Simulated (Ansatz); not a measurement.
# Y (sc type): how the settings move a single-point run

Aim: see which settings change the result for Y (sc type), by how much, and at what cost.

Computed with Ansatz 0.2.0 (reference: DFT, PBEsol, all-electron LAPW, scalar-relativistic, unless a step's input says otherwise).

### 1 Starting point

The structure is cubic, space group Pm-3m (No. 221). Conventional cell: a = 2.912 Å, b = 2.912 Å, c = 2.912 Å, α = 90.00°, β = 90.00°, γ = 90.00°. Around Y (site symmetry m-3m) lie 6 Y at 2.91 Å.

Structure file:

```xyz
1
Lattice="2.9121 0.0000 0.0000 0.0000 2.9121 0.0000 0.0000 0.0000 2.9121" Properties=species:S:1:pos:R:3 pbc="T T T"
Y     0.0000    0.0000    0.0000
```

### 2 Baseline

input.yaml reads:

```yaml
crystal:
  lattice:
    - [2.9121019415, 0.0, 0.0]
    - [0.0, 2.9121019415, 0.0]
    - [0.0, 0.0, 2.9121019415]
  atoms:
    - { symbol: "Y", position: [0.0, 0.0, 0.0] }
kpoints:
  mp_grid: { grid: [12, 12, 12] }
scf:
  occupations: { method: fermi_dirac, width: 0.08 }
hamiltonian:
  xc: pbesol
  pseudopotentials: { kind: all_electron, lapw: { basis_error: 0.001 } }
output:
  forces: true
  stress: true
  eigenvalues: true
  populations: true
```

Run with:

```
$ ansatz run input.yaml --threads 1 --pin off --max-ram 2048MiB --backend cpu --events-out ev --progress --plain --runs-dir out
```

### 3 Variant: occupations.method cold, occupations.width 0.005, xc rpbe

input.yaml: that of step 2 with these lines changed.

```diff
@@ -10,5 +10,5 @@
 scf:
-  occupations: { method: fermi_dirac, width: 0.08 }
+  occupations: { method: cold, width: 0.005 }
 hamiltonian:
-  xc: pbesol
+  xc: rpbe
   pseudopotentials: { kind: all_electron, lapw: { basis_error: 0.001 } }
```

What does the calculation give? Wanted: for each run, ending; energy change; pressure; gap; force.

As calculated:

| run | ending | energy change | pressure (GPa) | gap (eV) | force (eV/Å) | cycles | time |
| --- | --- | --- | --- | --- | --- | --- | --- |
| reference | converged | - | 12.5 | 0.00 | 0.00 | 5 | 8.8 s |
| 1: occupations.method cold, occupations.width 0.005, xc rpbe | converged | not comparable | 17.9 | 0.00 | 0.00 | 5 | 5.3 s |

Residual by cycle in the longest SCF loop of each run; runs are numbered as in the table. The quantity is the density residual dr2, in eV.

| cycle | reference | run 1 |
| --- | --- | --- |
| 1 | 0.00878 | 0.0129 |
| 2 | 0.00263 | 7.1e-4 |
| 3 | 2.6e-4 | 1.1e-4 |
| 4 | 3.3e-6 | 2.1e-6 |
| 5 | 9.9e-9 | 5.5e-8 |

A change of functional puts the total energy on another scale; the pressure goes from 12.5 to 17.9 GPa. The smearing changed too. Cost: 5.3 s against 8.8 s. The structure is not at rest: the sound run finds 13 GPa, so these are no properties of the relaxed crystal. 
